In these calculations, squeezing ZnSe in its zincblende structure first widens the band gap and then narrows it. The widening slows down well before the narrowing begins, as if one gap were running out of breath and turning back. Is the slowing really the beginning of the fall, or do the two have separate causes?

Zincblende ZnSe (2-atom cell), relaxed under hydrostatic pressure at zero temperature with its symmetry kept. Calculated with Ansatz 0.2.0: density functional theory with PBEsol, scalar-relativistic plane-wave PAW, no spin polarisation, cutoff 420 eV. Volume changes are relative to the cell relaxed at zero pressure; band gaps are the smallest on the Γ-centred k mesh.

| applied pressure (GPa) | k mesh | volume change (%) | band gap (eV) | gap kind |
| --- | --- | --- | --- | --- |
| -1 | 8×8×8 | 1.61 | 1.176 | direct |
| 1 | 8×8×8 | -1.46 | 1.298 | direct |
| 4 | 8×8×8 | -5.30 | 1.460 | direct |
| 12 | 8×8×8 | -12.64 | 1.802 | direct |
| 25 | 10×10×10 | -20.41 | 2.175 | indirect |
| 50 | 10×10×10 | -29.41 | 1.773 | indirect |
| 90 | 10×10×10 | -37.68 | 1.310 | indirect |

**Three readings of the turn**

The first reading takes the curve at face value. Compression pushes levels apart, but it also broadens the bands, and in the end the broadening wins. A single gap then rises, levels off and closes, and the crystal is on its way to becoming a metal.

The second reading blames the calculation. Between 12 and 25 GPa the k mesh changes from 8×8×8 to 10×10×10, and the turn lies close by.

The third reading says that two different gaps are being printed in one column. The top of the valence band stays at Γ, the centre of the Brillouin zone, in every row. The bottom of the conduction band lies at Γ up to 12 GPa and at X, on the zone boundary, from 25 GPa on. If, measured from the valence top, the Γ valley rises and the X valley sinks, the smaller of the two gaps must pass through a maximum, although neither gap turns back.

The mesh is the easiest to judge. The last three rows share the same mesh, and the gap still falls from 2.175 to 1.310 eV along them. Both meshes also contain Γ and X exactly, so neither valley appears or vanishes when the mesh changes. A minimum slightly away from X could be missed, which would make the true indirect gap a little smaller than the printed one.

**Why the tempting reading looks so good**

A parabola in pressure, fitted to the four rows with a direct gap, passes almost exactly through them. With three constants for four points that is a weak test, but its maximum is striking: it falls at 28 GPa, close to where the printed gap does turn. Seen from the low-pressure side alone, the case for one gap bending over seems nearly closed.

The reading makes a demand that can be checked, however. Those four rows describe the gap at Γ, so it is the gap at Γ that must fall at higher pressure. The same calculations also give the smallest direct gap found anywhere on the mesh: 2.22 eV at 25 GPa, 2.77 eV at 50 GPa and 3.34 eV at 90 GPa. Γ is a mesh point, so the gap there cannot be smaller than these values, and the smooth way in which they continue the low-pressure rows suggests that they are the gap at Γ itself. This gap rises at every step, and at 50 GPa the parabola lies 1.25 eV below it. The gap that was supposed to bend over does not do so anywhere up to 90 GPa.

**Where the slowing comes from**

Two limits help here. In a crystal so stiff that pressure could not shrink it, the gap would not move at all, whatever its electrons would do in a smaller cell. In a very soft crystal a small pressure would shift the gap a great deal. The slope per GPa therefore mixes an electronic response with a mechanical one, and the two should be separated before the slope is given a meaning.

Let $V$ be the volume and $V_0$ its value at zero pressure, so that $V/V_0$ is one plus the printed volume change as a fraction. A convenient measure of compression is $c=-\ln(V/V_0)$, in which equal steps are equal fractional changes of volume. For a small step the gap $E$ shifts in proportion to it, $\mathrm{d}E=D\,\mathrm{d}c$, where $D$ is called a deformation potential (it is usually quoted per unit of $\ln V$, which reverses its sign). If $D$ stays constant, this adds up to

$$E=E_0+D\,c ,\qquad \frac{\mathrm{d}E}{\mathrm{d}p}=\frac{D}{\mathrm{d}p/\mathrm{d}c},$$

with $E_0$ the gap at zero pressure and $p$ the pressure. The denominator is the stiffness of the crystal.

The second relation is an identity; what the numbers have to decide is which part of it changes. From the first step to the last, the direct gap's slope drops from 61 to 14 meV per GPa. Over the same range the stiffness grows about fivefold, while $D$ does not shrink but rises slightly, from 4.0 to 4.6 eV. The slowing is thus the mark of a crystal that becomes harder to compress. It carries no hint of a gap about to close.

A line in $c$ fitted to the same four low-pressure rows gives $E_0=1.239$ eV and $D=4.15$ eV. At 50 GPa, a row outside the fit, the volume has shrunk by 29.41 %, so $c=-\ln(0.7059)=0.348$. The estimate is $1.239+4.15\times0.348=2.68$ eV, against a calculated direct gap of 2.77 eV.

At 90 GPa the line falls short by 0.14 eV, about 7 % of the whole rise since zero pressure. The line errs on the low side because $D$ grows somewhat under compression. That row also has Zn–Se bonds of only about 2.08 Å, where the accuracy of the atomic datasets (made for PBE and used here with PBEsol) is untested, but the argument already holds at 50 GPa. The complete comparison is in the output below.

**Why the two valleys part ways**

Theory gives a clear reason for the rise at Γ. The lowest conduction state there is mainly an antibonding combination of s orbitals on Zn and Se, with the same phase relation in all four bonds around an atom. Shorter bonds strengthen the coupling between these orbitals, and an antibonding state is pushed up when its coupling grows. The valence top at Γ, made mainly of p orbitals on Se, takes no part in this coupling between s orbitals. It does shift through couplings of its own: bonding with Zn p orbitals pulls it down, and the filled Zn d states below push it up. The gap is expected to widen as long as the push on the s state is the larger effect.

At X the phase of the wave alternates from one layer of cells to the next. The s orbital of one atom then finds neighbours of opposite sign, their contributions cancel, and it mixes with p orbitals instead. The push between s orbitals that governs Γ is therefore missing. Mixing with p orbitals can push an antibonding state up as well, however, so the cancellation alone does not explain why the X valley sinks against the valence top. Mixing with higher empty d states is a plausible reason, but these calculations contain no orbital analysis that could confirm it.

What they do show is the size of the effect. From 25 to 90 GPa the direct gap grows by 1.13 eV while the indirect gap shrinks by 0.87 eV. Both are measured from the same valence top, so, if the direct gap is indeed the one at Γ, the difference between them is the distance between the two valleys. It opens from 0.04 eV to 2.03 eV. The zeros that the output prints for this distance up to 12 GPa are not level valleys: they only say that the smallest gap is the direct one. X lies above Γ in those rows, by an amount that is not given.

At 25 GPa the valleys are still almost level, so the crossing must lie just below that pressure. Carrying their separation back at the rate found between 25 and 50 GPa puts it near 24 GPa, with the volume reduced by 20 % and a gap of about 2.2 eV. The maximum should be a kink and not a rounded top, because the smallest gap simply passes from one valley to the other. The rows are too far apart to display the kink itself.

For a related crystal in which no third valley lies lower, the trend can be guessed from two quantities: how far X lies above Γ at zero pressure, and how fast the two approach as the volume shrinks. A small initial distance brings the maximum to low pressure. If X is the lower valley from the start and sinks under pressure as it does here, there is no rise at all. For anyone reading a measured or calculated curve, the practical step is to follow each gap separately and to plot it against volume before extending it in pressure.

**What remains open**

The crossing found here belongs to a crystal kept in the zincblende structure by its symmetry. Real ZnSe gives up this structure at roughly 13 GPa, a recalled value, so the maximum as calculated would never be reached. Whether it stays out of reach depends on the heights of the two valleys, and there the functional is a weak guide: it gives a gap of 1.24 eV at zero pressure, where experiment finds very roughly 2.8 eV.

An error common to both valleys would leave the crossing where it is; a difference between their errors moves it, and an error in the volume reached at a given pressure shifts the pressure at which it occurs. At 12 GPa the compression is $c=0.135$, against 0.223 at the crossing, and the valleys approach each other by about 8 eV per unit of $c$. If that rate holds down to 12 GPa, X still lies about $8\times(0.223-0.135)\approx0.7$ eV above Γ there. Does PBEsol underestimate the gap at Γ by that much more than the gap at X? If it does, ZnSe would turn indirect before it leaves the zincblende structure, and the table alone cannot settle the matter.

Printed output of the fit:

```
Direct gap and its slopes from the row before:
  row  direct gap eV  Gamma valley above X valley eV  slope meV per GPa  slope eV per unit of -ln V  stiffness GPa
   -1          1.176                               0                n/a                         n/a            n/a
    1          1.298                               0                 61                       3.977          65.19
    4           1.46                               0                 54                       4.076          75.47
   12          1.802                               0              42.75                       4.239          99.16
   25          2.218                         0.04251              31.96                       4.461          139.6
   50           2.77                          0.9975              22.12                       4.608          208.3
   90          3.343                           2.033              14.32                       4.598            321
fit of band_gap on 4 rows (p < 20): constant 1.238 +/- 0.001, coefficient of p 0.06008 +/- 0.00057, coefficient of p**2 -0.001089 +/- 4.7e-05; rms 0.000766, worst 1 -0.00122, leave-one-out rms 0.0168
  rows outside the fit (model, value, miss): 25 2.059, 2.175, -0.116; 50 1.52, 1.773, -0.253; 90 -2.174, 1.31, -3.48
Pressure at which the parabola has its maximum, GPa: 27.59
Gap at the maximum of the parabola, eV: 2.067
Parabola less direct gap at 50 GPa, eV: -1.251
fit of direct on 4 rows (p < 20): constant 1.239 +/- 0.0031, coefficient of comp 4.151 +/- 0.041; rms 0.00332, worst 4 0.00462, leave-one-out rms 0.0101
  rows outside the fit (model, value, miss): 25 2.186, 2.218, -0.0313; 50 2.684, 2.77, -0.0861; 90 3.202, 3.343, -0.142
Rise of the direct gap from 25 to 90 GPa, eV: 1.126
Fall of the indirect gap from 25 to 90 GPa, eV: 0.865
Mean fall of the indirect gap from 25 to 90 GPa, eV per unit of -ln V: 3.536
Estimated pressure of the valley crossing, GPa: 24.25
Estimated volume change at the crossing, %: -19.98
Estimated gap at the crossing, eV: 2.194
Shift of the crossing for 0.1 eV error in the relative valley height, GPa: 1.754
```
